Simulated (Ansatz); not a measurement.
# TiN: the cost of one run

Computed with Ansatz 0.2.0 (DFT PBE+D3(BJ), scalar-relativistic, plane waves, PAW, unless a step's input says otherwise).

## Step 1: The starting structure

Symmetry: Fm-3m, No. 225, cubic system. Conventional cell: a = 4.206 Å, b = 4.206 Å, c = 4.206 Å, α = 90.00°, β = 90.00°, γ = 90.00°. Ti (site symmetry m-3m) has 6 N at 2.10 Å as nearest neighbours. N (site symmetry m-3m) has 6 Ti at 2.10 Å as nearest neighbours.

Structure file:

```
CELL_PARAMETERS angstrom
0.00000 2.10281 2.10281
2.10281 0.00000 2.10281
2.10281 2.10281 0.00000
ATOMIC_POSITIONS crystal
Ti 0.00000 0.00000 0.00000
N 0.50000 0.50000 0.50000
```

This cell was relaxed beforehand with the same method: volume 9.30 Å³/atom, gap on the mesh none (metal).

## Step 2: Cutting the slab

Miller indices refer to the conventional cell of the relaxed bulk, Fm-3m (No. 225): a = 4.206 Å, b = 4.206 Å, c = 4.206 Å, α = 90.00°, β = 90.00°, γ = 90.00°.

A (100) slab, 4.2 Å thick as cut, with 16 Å of vacuum, in a 2×2 surface cell; its outer planes are TiN (top) and TiN (bottom).

The slab as cut. Layers, bottom to top:

| plane | atoms per cell | height over the lowest (Å) |
| --- | --- | --- |
| 1 | Ti4N4 | 0.00 |
| 2 | Ti4N4 | 2.10 |
| 3 | Ti4N4 | 4.21 |

## Step 3: The clean surface, relaxed

Input file input.yaml:

```yaml
crystal:
  lattice:
    - [5.9476498272, 0.0, 0.0]
    - [0.0, 5.9476498272, 0.0]
    - [0.0, 0.0, 20.2056235249]
  atoms:
    - { symbol: Ti, position: [0.25, 0.25, 0.3959293803] }
    - { symbol: Ti, position: [0.25, 0.75, 0.3959293803] }
    - { symbol: Ti, position: [0.75, 0.25, 0.3959293803] }
    - { symbol: Ti, position: [0.75, 0.75, 0.3959293803] }
    - { symbol: "N", position: [0.5, 0.5, 0.3959293803] }
    - { symbol: "N", position: [0.5, 0.0, 0.3959293803] }
    - { symbol: "N", position: [0.0, 0.5, 0.3959293803] }
    - { symbol: "N", position: [0.0, 0.0, 0.3959293803] }
    - { symbol: Ti, position: [0.5, 0.5, 0.5] }
    - { symbol: Ti, position: [0.5, 0.0, 0.5] }
    - { symbol: Ti, position: [0.0, 0.5, 0.5] }
    - { symbol: Ti, position: [0.0, 0.0, 0.5] }
    - { symbol: "N", position: [0.75, 0.75, 0.5] }
    - { symbol: "N", position: [0.75, 0.25, 0.5] }
    - { symbol: "N", position: [0.25, 0.75, 0.5] }
    - { symbol: "N", position: [0.25, 0.25, 0.5] }
    - { symbol: Ti, position: [0.75, 0.75, 0.6040706197] }
    - { symbol: Ti, position: [0.75, 0.25, 0.6040706197] }
    - { symbol: Ti, position: [0.25, 0.75, 0.6040706197] }
    - { symbol: Ti, position: [0.25, 0.25, 0.6040706197] }
    - { symbol: "N", position: [0.0, 0.0, 0.6040706197] }
    - { symbol: "N", position: [0.0, 0.5, 0.6040706197] }
    - { symbol: "N", position: [0.5, 0.0, 0.6040706197] }
    - { symbol: "N", position: [0.5, 0.5, 0.6040706197] }
basis:
  ecutwfc: 420
kpoints:
  mp_grid: { grid: [3, 3, 1] }
hamiltonian:
  xc: pbe
  dispersion: d3bj
scf:
  occupations: { method: gaussian, width: 0.1 }
output:
  forces: true
  eigenvalues: true
  write_density: true
  write_potential: true
  elf: true
  volumetric_format: npy
relax:
  adjacent_minimum: "off"
  f_tol: 0.03
  max_steps: 70
  constraints: [{ sites: [0, 1, 2, 3, 4, 5, 6, 7] }]
efield:
  axis: 3
  dipole_correction: true
  ramp_width: 0.04
```

Run with:

```console
ansatz run input.yaml --threads 8 --pin off --max-ram 20480MiB --backend cpu --events-out ev --progress --plain --runs-dir out
```

Q: Estimate wall time and peak memory on 8 threads of Intel Xeon Platinum 8488C (Sapphire Rapids), shared host.

About 18 s, with a peak of 1.5 GiB.
